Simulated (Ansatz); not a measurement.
## Ba in Ansatz: convergence with smearing width

Ba:

```
Ba
1.0
     3.99965    0.00000    0.00000
     0.00000    3.99965    0.00000
     0.00000    0.00000    3.60554
Ba
1
Direct
  0.50000 0.50000 0.50000
```

This isn't the form of Ba at room conditions, which is bcc.

| Quantity | Value |
| --- | --- |
| Program | Ansatz 0.2.0 |
| Task | convergence study |
| Functional | r2SCAN |
| Potentials or basis | Ansatz PAW |
| Cutoff | 500 eV (not typed: the program's choice for these potentials) |
| k mesh | 6 × 6 × 6 |
| Occupations | gaussian, width 0.3 eV |
| Spin | no spin polarisation |

These are the settings of the first run; the series varies smearing width, with any setting tied to it.

Hardware: 2 threads of Arm Neoverse V2, with other jobs on the host.

| smearing width | energy less the tightest run, at zero smearing (meV/atom) | pressure (GPa) | SCF cycles | CPU time (s) | peak memory (GiB) |
| --- | --- | --- | --- | --- | --- |
| 0.3 eV | -2.62 | 0.32 | 6 | 3.4 | 0.4 |
| 0.2 eV | -1.90 | 0.31 | 6 | 3.4 | 0.4 |
| 0.15 eV | -0.96 | 0.33 | 6 | 3.4 | 0.4 |
| 0.1 eV | -0.35 | 0.35 | 6 | 3.4 | 0.4 |
| 0.05 eV | -0.23 | 0.37 | 6 | 3.3 | 0.4 |
| 0.025 eV | -0.18 | 0.38 | 6 | 3.3 | 0.4 |
| 0.01 eV | -0.05 | 0.38 | 6 | 3.3 | 0.4 |
| 0.005 eV | 0.00 | 0.39 | 6 | 3.3 | 0.4 |

Against the tightest run, the energy stays within 1 meV/atom from 0.15 eV on; the pressure stays within 0.1 GPa from 0.3 eV on. Narrower smearing needs a denser k mesh, so at a fixed mesh the narrowest width isn't the most accurate. The tightest run that finished is the yardstick and may itself not be fully converged.

Caveat, for the tightest run too: the PAW data sets come from PBE, with cores solved anew for the run's functional, which leaves a small shift of forces and pressure. Spin-orbit coupling is left out, which matters for the levels of Ba.
